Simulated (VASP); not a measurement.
# AlP (F-43m) in VASP: notebook

The runs below take AlP through single point, with PBEsol.

Program: VASP 6.6.1. These are calculated values, not measurements. Logs are shortened: lines on timing, memory, paths and dates and some standing lists are left out, and cuts for length are marked.

**What was measured.**

A printed reference work, data compilation reports, for a bulk crystal of AlP at 4.2 K: band gap 2.505 eV (indirect).

How close the calculation comes is told below.

**1. The cell of the first run**

The structure is cubic, space group F-43m (No. 216). Conventional cell: a = 5.451 Å, b = 5.451 Å, c = 5.451 Å, α = 90.00°, β = 90.00°, γ = 90.00°. Al (site symmetry -43m) has 4 P at 2.36 Å within 3.1 Å. P (site symmetry -43m) has 4 Al at 2.36 Å within 3.1 Å.

**2. Single point, PBEsol**

Contents of INCAR:

```
SYSTEM = AlP
ALGO     = Normal         ! electronic algorithm
EDIFF    = 1E-6           ! SCF threshold, eV
ENCUT    = 500            ! plane-wave cutoff, eV
GGA      = PS             ! functional
GGA_COMPAT= .FALSE.      
ISIF     = 2              ! what is computed and relaxed
ISMEAR   = 0              ! smearing method
LASPH    = .TRUE.         ! aspherical terms in the spheres
LCHARG   = .FALSE.        ! write CHGCAR
LREAL    = .FALSE.        ! projectors in reciprocal space
LWAVE    = .FALSE.        ! write WAVECAR
NBANDS   = 11             ! bands
NELM     = 120            ! most SCF steps
PREC     = Accurate       ! precision mode
SIGMA    = 0.01           ! smearing width, eV
```

Contents of KPOINTS:

```
k-points
0
G
  5 5 5
  0 0 0
```

Contents of POSCAR:

```
AlP
1.0
    0.0000000000      2.7255000000      2.7255000000
    2.7255000000      0.0000000000      2.7255000000
    2.7255000000      2.7255000000      0.0000000000
Al P
1 1
Direct
    0.0000000000      0.0000000000      0.0000000000
    0.2500000000      0.2500000000      0.2500000000
```

Potentials or basis: VASP PAW PBE potentials, release 64 (Al, P).

Run with:

```sh
cat potpaw_PBE.64/Al/POTCAR potpaw_PBE.64/P/POTCAR > POTCAR
mpirun -np 1 vasp_std > vasp.out
```

OUTCAR:

```text
SYSTEM = AlP
   EDIFF = 1E-6
   ENCUT = 500
   GGA = PS
   ISIF = 2
   ISMEAR = 0
   LASPH = .TRUE.
   LREAL = .FALSE.
   NELM = 120
   PREC = Accurate

 ion  position               nearest neighbor table
   1  0.000  0.000  0.000-   2 2.36   2 2.36   2 2.36   2 2.36
   2  0.250  0.250  0.250-   1 2.36   1 2.36   1 2.36   1 2.36

  LATTYP: Found a face centered cubic cell.
 ALAT       =     5.4510000000

  Lattice vectors:

 A1 = (   0.0000000000,   2.7255000000,   2.7255000000)
 A2 = (   2.7255000000,   0.0000000000,   2.7255000000)
 A3 = (   2.7255000000,   2.7255000000,   0.0000000000)

Analysis of symmetry for initial positions (statically):
=====================================================================
 Subroutine PRICEL returns:
 Original cell was already a primitive cell.

 Routine SETGRP: Setting up the symmetry group for a
 face centered cubic supercell.

 Subroutine GETGRP returns: Found 24 space group operations
 (whereof 24 operations were pure point group operations)
 out of a pool of 48 trial point group operations.

The static configuration has the point symmetry T_d .

Analysis of symmetry for dynamics (positions and initial velocities):
=====================================================================
 Subroutine PRICEL returns:
 Original cell was already a primitive cell.

 Routine SETGRP: Setting up the symmetry group for a
 face centered cubic supercell.

 Subroutine GETGRP returns: Found 24 space group operations
 (whereof 24 operations were pure point group operations)
 out of a pool of 48 trial point group operations.

The dynamic configuration has the point symmetry T_d .

 Subroutine INISYM returns: Found 24 space group operations
 (whereof 24 operations are pure point group operations),
 and found     1 'primitive' translations

----------------------------------------------------------------------------------------

                                     Primitive cell

  volume of cell :      40.4919

  direct lattice vectors                    reciprocal lattice vectors
     0.000000000  2.725500000  2.725500000    -0.183452578  0.183452578  0.183452578
     2.725500000  0.000000000  2.725500000     0.183452578 -0.183452578  0.183452578
     2.725500000  2.725500000  0.000000000     0.183452578  0.183452578 -0.183452578

  length of vectors
     3.854439064  3.854439064  3.854439064     0.317749185  0.317749185  0.317749185

  position of ions in fractional coordinates (direct lattice)
     0.000000000  0.000000000  0.000000000
     0.250000000  0.250000000  0.250000000

  ion indices of the primitive-cell ions
   primitive index   ion index
                 1           1
                 2           2

----------------------------------------------------------------------------------------

 KPOINTS: k-points

Automatic generation of k-mesh.
 Grid dimensions read from file:
 generate k-points for:    5    5    5

 Generating k-lattice:

  Cartesian coordinates                     Fractional coordinates (reciprocal lattice)
    -0.036690516  0.036690516  0.036690516     0.200000000  0.000000000  0.000000000
     0.036690516 -0.036690516  0.036690516     0.000000000  0.200000000  0.000000000
     0.036690516  0.036690516 -0.036690516     0.000000000  0.000000000  0.200000000

  Length of vectors
     0.063549837  0.063549837  0.063549837

  Shift w.r.t. Gamma in fractional coordinates (k-lattice)
     0.000000000  0.000000000  0.000000000

 Subroutine IBZKPT returns following result:
 ===========================================

 Found     10 irreducible k-points:

 Following reciprocal coordinates:
            Coordinates               Weight
  0.000000  0.000000  0.000000      1.000000
  0.200000  0.000000  0.000000      8.000000
  0.400000  0.000000  0.000000      8.000000
  0.200000  0.200000  0.000000      6.000000
  0.400000  0.200000  0.000000     24.000000
 -0.400000  0.200000  0.000000     24.000000
 -0.200000  0.200000  0.000000     12.000000
  0.400000  0.400000  0.000000      6.000000
 -0.400000  0.400000  0.000000     12.000000
 -0.400000  0.400000  0.200000     24.000000
   k-points           NKPTS =     10   k-points in BZ     NKDIM =     10   number of bands    NBANDS=     11
   number of dos      NEDOS =    301   number of ions     NIONS =      2
   total plane-waves  NPLWV =  21952
   dimension x,y,z NGX =    28 NGY =   28 NGZ =   28
   dimension x,y,z NGXF=    56 NGYF=   56 NGZF=   56
   ions per type =               1   1
   NGX,Y,Z   is equivalent  to a cutoff of  12.08, 12.08, 12.08 a.u.
   NGXF,Y,Z  is equivalent  to a cutoff of  24.15, 24.15, 24.15 a.u.
 SYSTEM =  AlP
   PREC   = accura    normal or accurate (medium, high low for compatibility)
   ISTART =      0    job   : 0-new  1-cont  2-samecut
   ICHARG =      2    charge: 1-file 2-atom 10-const
   ISPIN  =      1    spin polarized calculation?
   LNONCOLLINEAR =      F non collinear calculations
   LSORBIT =      F    spin-orbit coupling
   LASPH  =      T    aspherical Exc in radial PAW
   ENCUT  =  500.0 eV  36.75 Ry    6.06 a.u.   7.03  7.03  7.03*2*pi/ulx,y,z
   NELM   =    120;   NELMIN=  2; NELMDL= -5     # of ELM steps
   EDIFF  = 0.1E-05   stopping-criterion for ELM
   LREAL  =      F    real-space projection
   EDIFFG = 0.1E-04   stopping-criterion for IOM
   NSW    =      0    number of steps for IOM
   IBRION =     -1    ionic relax: 0-MD 1-quasi-New 2-CG
   NFREE  =      0    steps in history (QN), initial steepest desc. (CG)
   ISIF   =      2    stress and relaxation
   ISYM   =      2    0-nonsym 1-usesym 2-fastsym
   POTIM  = 0.5000    time-step for ionic-motion
   TEBEG  =    0.0;   TEEND  =   0.0 temperature during run
   PSTRESS=    0.0 pullay stress
   NELECT =       8.0000    total number of electrons
   NUPDOWN=      -1.0000    fix difference up-down
   EMIN   =  10.00;   EMAX   =-10.00  energy-range for DOS
   EFERMI =   0.00;   METHOD = LEGACY
   ISMEAR =     0;   SIGMA  =   0.01  broadening in eV -4-tet -1-fermi 0-gaus
   EFERMI_NEDOS =   21; number of points for ismear=-14 and -15
   IALGO  =     38    algorithm
   IMIX   =      4    mixing-type and parameters
     AMIX     =   0.40;   BMIX     =  1.00
     AMIX_MAG =   1.60;   BMIX_MAG =  1.00
  volume/ion in A,a.u.               =      20.25       136.63
  Fermi-wavevector in a.u.,A,eV,Ry     =   0.953488  1.801831 12.369596  0.909140
  Thomas-Fermi vector in A             =   2.082148
   LORBIT       =      0    0 simple, 1 ext, 2 COOP (PROOUT), +10 PAW based schemes
   GGA     = PS    functional components
   LHFCALC =     F    Hartree Fock is set to
   AEXX    =    0.0000 exact exchange contribution
   IVDW    =     0    specifies the selected vdW correction
   LEPSILON=     F    determine dielectric tensor
   LRPA    =     F    only Hartree local field effects (RPA)
 non-spin polarized calculation
 Gauss-broadening in eV      SIGMA  =   0.01
  energy-cutoff  :      500.00
  volume of cell :       40.49
 maximum number of plane-waves:      1032
   NGX = 13   NGY = 13   NGZ = 13

 number of electron       8.0000000 magnetization

 Free energy of the ion-electron system (eV)
  ---------------------------------------------------
  ext. energy  EPLUGINS =         0.00000000
  ---------------------------------------------------
  free energy    TOTEN  =       -10.96474886 eV

  energy without entropy =      -10.96474886  energy(sigma->0) =      -10.96474886

 E-fermi :   4.6896     XC(G=0):  -9.3789

 val. band max:        4.5953566904   @ k =   0.0000   0.0000   0.0000
 cond. band min:       6.2702846072   @ k =   0.4000   0.4000   0.0000
 fundamental gap:      1.6749279168
 Fermi energy:         4.6895903925

 k-point     1 :       0.0000    0.0000    0.0000
  band No.  band energies     occupation
      1      -6.9634      2.00000
      2       4.5954      2.00000
      3       4.5954      2.00000
      4       4.5954      2.00000
      5       7.8366      0.00000
      6       9.1043      0.00000
      7       9.1043      0.00000
      8       9.1043      0.00000
      9      13.3950      0.00000
     10      13.3950      0.00000
     11      14.7162      0.00000

 k-point     2 :       0.2000    0.0000    0.0000
  band No.  band energies     occupation
      1      -6.5258      2.00000
      2       2.1596      2.00000
      3       4.2673      2.00000
      4       4.2673      2.00000
      5       8.0445      0.00000
      6       9.6361      0.00000
      7       9.6361      0.00000
      8      10.7128      0.00000
      9      12.6905      0.00000
     10      12.6905      0.00000
     11      15.0658      0.00000

 k-point     3 :       0.4000    0.0000    0.0000
  band No.  band energies     occupation
      1      -5.5084      2.00000
      2      -0.5349      2.00000
      3       3.8786      2.00000
      4       3.8786      2.00000
      5       7.4271      0.00000
      6       9.4336      0.00000
      7       9.4336      0.00000
      8      12.6630      0.00000
      9      14.6661      0.00000
     10      14.6661      0.00000
     11      15.4061      0.00000

 k-point     4 :       0.2000    0.2000    0.0000
  band No.  band energies     occupation
      1      -6.3774      2.00000
      2       2.3993      2.00000
      3       3.6060      2.00000
      4       3.6060      2.00000
      5       7.8003      0.00000
      6       9.1079      0.00000
      7      10.8902      0.00000
      8      10.8902      0.00000
      9      11.7868      0.00000
     10      14.1555      0.00000
     11      17.1957      0.00000
[... 43 lines left out ...]
 k-point     8 :       0.4000    0.4000    0.0000
  band No.  band energies     occupation
      1      -4.9645      2.00000
      2      -0.2215      2.00000
      3       2.5957      2.00000
      4       2.5957      2.00000
      5       6.2703      0.00000
      6       7.2007      0.00000
      7      14.1862      0.00000
      8      14.1862      0.00000
      9      15.4946      0.00000
     10      16.3756      0.00000
     11      18.1615      0.00000

 k-point     9 :      -0.4000    0.4000    0.0000
  band No.  band energies     occupation
      1      -4.5722      2.00000
      2      -0.5613      2.00000
      3       1.3391      2.00000
      4       2.7017      2.00000
      5       6.6879      0.00000
      6       8.7899      0.00000
      7      13.6038      0.00000
      8      13.9251      0.00000
      9      14.3316      0.00000
     10      14.9309      0.00000
     11      19.1692      0.00000

 k-point    10 :      -0.4000    0.4000    0.2000
  band No.  band energies     occupation
      1      -4.7720      2.00000
      2      -0.2649      2.00000
      3       1.4248      2.00000
      4       2.3634      2.00000
      5       8.4858      0.00000
      6       9.6604      0.00000
      7      10.2225      0.00000
      8      13.1966      0.00000
      9      14.1694      0.00000
     10      15.7875      0.00000
     11      18.7147      0.00000

------------------------ aborting loop because EDIFF is reached ----------------------------------------

  FORCE on cell =-STRESS in cart. coord.  units (eV):
  Direction    XX          YY          ZZ          XY          YZ          ZX
  --------------------------------------------------------------------------------------
  -------------------------------------------------------------------------------------
  Total        0.2828414      0.2828414      0.2828414      0.0000000      0.0000000      0.0000000
  in kB       11.1914143     11.1914143     11.1914143      0.0000000      0.0000000      0.0000000
  external PRESSURE =      11.1914143 kB  Pullay stress =       0.0000000 kB

 VOLUME and BASIS-vectors are now :
 -----------------------------------------------------------------------------
  energy-cutoff  :      500.00
  volume of cell :       40.49
      direct lattice vectors                 reciprocal lattice vectors
     0.000000000  2.725500000  2.725500000    -0.183452578  0.183452578  0.183452578
     2.725500000  0.000000000  2.725500000     0.183452578 -0.183452578  0.183452578
     2.725500000  2.725500000  0.000000000     0.183452578  0.183452578 -0.183452578

 POSITION                                       TOTAL-FORCE (eV/Angst)
 -----------------------------------------------------------------------------------
      0.00000      0.00000      0.00000         0.000000      0.000000      0.000000
      1.36275      1.36275      1.36275        -0.000000     -0.000000     -0.000000
 -----------------------------------------------------------------------------------
    total drift:                                0.000000      0.000000      0.000000

  FREE ENERGIE OF THE ION-ELECTRON SYSTEM (eV)
  ---------------------------------------------------
  free  energy   TOTEN  =       -10.9647488556 eV

  energy  without entropy=      -10.9647488556  energy(sigma->0) =      -10.96474886
```

Run time: 4 s. Hardware: 1 thread of Intel Xeon Platinum 8375C at 2.90GHz (Ice Lake), shared host; peak memory 0.15 GiB.

What came out:

```
Free energy            : -10.9647 eV
Pressure               : 1.1 GPa
Band gap on the k mesh : 1.67 eV, indirect (least direct gap 3.24 eV)
```

Caveat: the PAW data sets were made with another functional, which shifts forces and pressure a little.

**3. Single point, PBEsol**

This run uses another cell than the first one, of 21.06 Å³/atom, 1.040 times its volume.

Contents of INCAR:

```
SYSTEM = AlP
PREC = Accurate
ENCUT = 500
EDIFF = 1E-6
ISMEAR = 0
SIGMA = 0.01
LREAL = .FALSE.
LASPH = .TRUE.
NELM = 120
ALGO = Normal
ISIF = 2
LWAVE = .FALSE.
LCHARG = .FALSE.
GGA = PS
NBANDS = 11
GGA_COMPAT = .FALSE.
```

Contents of KPOINTS:

```
regular mesh
0
G
  5 5 5
  0 0 0
```

Contents of POSCAR:

```
AlP
1.0
    0.0000000000      2.7613659551      2.7613659551
    2.7613659551      0.0000000000      2.7613659551
    2.7613659551      2.7613659551      0.0000000000
Al P
1 1
Direct
    0.0000000000      0.0000000000      0.0000000000
    0.2500000000      0.2500000000      0.2500000000
```

Potentials or basis: VASP PAW PBE potentials, release 64 (Al, P).

Run with:

```sh
cat potpaw_PBE.64/Al/POTCAR potpaw_PBE.64/P/POTCAR > POTCAR
mpirun -np 1 vasp_std > vasp.out
```

It took 4 s on 1 thread of Intel Xeon Platinum 8375C at 2.90GHz (Ice Lake), shared host; peak memory 0.14 GiB.

Results (log left out):

```yaml
Free_energy: -10.9589 eV
Pressure: -2.2 GPa
Band_gap_on_the_k_mesh: 1.73 eV, indirect (least direct gap 2.91 eV)
```

Levels at points of the mesh, in eV from the valence-band top:
```csv
k point,band 1,band 2,band 3,band 4,band 5,band 6,band 7,band 8
"(0.00, 0.00, 0.00)",-11.34,0.00,0.00,0.00,2.91,4.45,4.45,4.45
```

Caveat: the PAW data sets were made with another functional, which shifts forces and pressure a little.

**4. Single point, PBEsol**

This run uses another cell than the first one, of 21.87 Å³/atom, 1.080 times its volume.

Contents of INCAR:

```
SYSTEM = AlP
PREC = Accurate
ENCUT = 500
EDIFF = 1E-6
ISMEAR = 0
SIGMA = 0.01
LREAL = .False.
LASPH = .True.
NELM = 120
ALGO = Normal
ISIF = 2
LWAVE = .False.
LCHARG = .False.
GGA = PS
NBANDS = 11
GGA_COMPAT = .False.
```

Contents of KPOINTS:

```
Automatic mesh
0
Gamma
  5 5 5
  0 0 0
```

Contents of POSCAR:

```
AlP
1.0
    0.0000000000      2.7963236656      2.7963236656
    2.7963236656      0.0000000000      2.7963236656
    2.7963236656      2.7963236656      0.0000000000
Al P
1 1
Direct
    0.0000000000      0.0000000000      0.0000000000
    0.2500000000      0.2500000000      0.2500000000
```

Potentials or basis: VASP PAW PBE potentials, release 64 (Al, P).

Run with:

```sh
cat potpaw_PBE.64/Al/POTCAR potpaw_PBE.64/P/POTCAR > POTCAR
mpirun -np 1 vasp_std > vasp.out
```

OUTCAR:

```text
SYSTEM = AlP
   PREC = Accurate
   ENCUT = 500
   EDIFF = 1E-6
   ISMEAR = 0
   LREAL = .False.
   LASPH = .True.
   NELM = 120
   ISIF = 2
   GGA = PS

 ion  position               nearest neighbor table
   1  0.000  0.000  0.000-   2 2.42   2 2.42   2 2.42   2 2.42
   2  0.250  0.250  0.250-   1 2.42   1 2.42   1 2.42   1 2.42

  LATTYP: Found a face centered cubic cell.
 ALAT       =     5.5926473312

  Lattice vectors:

 A1 = (   0.0000000000,   2.7963236656,   2.7963236656)
[... 309 lines left out ...]

------------------------ aborting loop because EDIFF is reached ----------------------------------------

  FORCE on cell =-STRESS in cart. coord.  units (eV):
  Direction    XX          YY          ZZ          XY          YZ          ZX
  --------------------------------------------------------------------------------------
  -------------------------------------------------------------------------------------
  Total       -1.3391569     -1.3391569     -1.3391569      0.0000000      0.0000000      0.0000000
  in kB      -49.0625074    -49.0625074    -49.0625074      0.0000000      0.0000000      0.0000000
  external PRESSURE =     -49.0625074 kB  Pullay stress =       0.0000000 kB

 VOLUME and BASIS-vectors are now :
 -----------------------------------------------------------------------------
  energy-cutoff  :      500.00
  volume of cell :       43.73
      direct lattice vectors                 reciprocal lattice vectors
     0.000000000  2.796323666  2.796323666    -0.178806197  0.178806197  0.178806197
     2.796323666  0.000000000  2.796323666     0.178806197 -0.178806197  0.178806197
     2.796323666  2.796323666  0.000000000     0.178806197  0.178806197 -0.178806197

 POSITION                                       TOTAL-FORCE (eV/Angst)
 -----------------------------------------------------------------------------------
      0.00000      0.00000      0.00000         0.000000      0.000000     -0.000000
      1.39816      1.39816      1.39816        -0.000000     -0.000000      0.000000
 -----------------------------------------------------------------------------------
    total drift:                                0.000000      0.000000     -0.000000

  FREE ENERGIE OF THE ION-ELECTRON SYSTEM (eV)
  ---------------------------------------------------
  free  energy   TOTEN  =       -10.9227487961 eV

  energy  without entropy=      -10.9227487961  energy(sigma->0) =      -10.92274880
```

It took 5 s on 1 thread of Intel Xeon Platinum 8375C at 2.90GHz (Ice Lake), shared host; peak memory 0.15 GiB.

What came out:

- Free energy: -10.9227 eV
- Pressure: -4.9 GPa
- Band gap on the k mesh: 1.78 eV, indirect (least direct gap 2.60 eV)

Caveat: the PAW data sets were made with another functional, which shifts forces and pressure a little.

**5. Summary**

```tsv
cell	gap on the mesh (eV)	pressure (GPa)
a = 3.854 Å, angles 60.0°, 2 atoms	1.67	1.1
a = 3.905 Å, angles 60.0°, 2 atoms	1.73	-2.2
a = 3.955 Å, angles 60.0°, 2 atoms	1.78	-4.9
```

Alike in all rows: task single point; level PBEsol; potentials or basis VASP PAW PBE potentials, release 64 (Al, P); no spin polarisation; k mesh 5 × 5 × 5; cutoff (eV) 500; smearing gaussian 0.01 eV.

Caveats: the PAW data sets were made with another functional, which shifts forces and pressure a little.

Absolute energies hang on the potentials; compare differences alone.

**6. Against experiment**

Step 2. Measured gap of AlP: 2.505 eV (indirect; 4.2 K; a printed reference work, data compilation). This calculation gives 1.67 eV (-0.83 eV). The value is that of PBEsol on a finite k mesh, which can miss the band edges, without temperature or zero-point motion. Semilocal functionals fall short of measured gaps as a rule.

Step 3. Against the measured gap of AlP, 2.505 eV (indirect; 4.2 K; a printed reference work, data compilation), the calculated 1.73 eV is off by -0.77 eV. The value is that of PBEsol on a finite k mesh, which can miss the band edges, without temperature or zero-point motion. Semilocal functionals fall short of measured gaps as a rule.
